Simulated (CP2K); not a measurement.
Nb:

```
Nb
1.0
     2.88205    0.00000    0.00000
    -0.96068    2.71722    0.00000
    -0.96068   -1.35861    2.35318
Nb
1
Direct
  0.00000 0.00000 0.00000
```

Base run:

| Property | Result |
| --- | --- |
| Program | CP2K 2026.2 |
| Functional | PBE |
| Potentials or basis | POTENTIAL_UZH Nb GTH-PBE-q13; TZVP-MOLOPT-PBE-GTH basis |
| Density cutoff | 6123 eV |
| k mesh | 11 × 11 × 11 |
| Occupations | fermi-dirac, width 0.1 eV |
| Spin | no spin polarisation |

Its results: band gap on the k mesh none (metal or under the smearing width); pressure -1.1 GPa.

Task: The run is repeated on the same cell with these changes: functional from PBE to PBEsol; eps_default from 1.0E-9 to 1.0E-10. What comes out?

Result: Band gap on the k mesh none (metal or under the smearing width); pressure -6.5 GPa.

Caveats: the basis of atomic orbitals isn't converged, which shifts pressures, moduli and gaps; the potentials were made for another functional, which shifts forces and pressure (some runs).
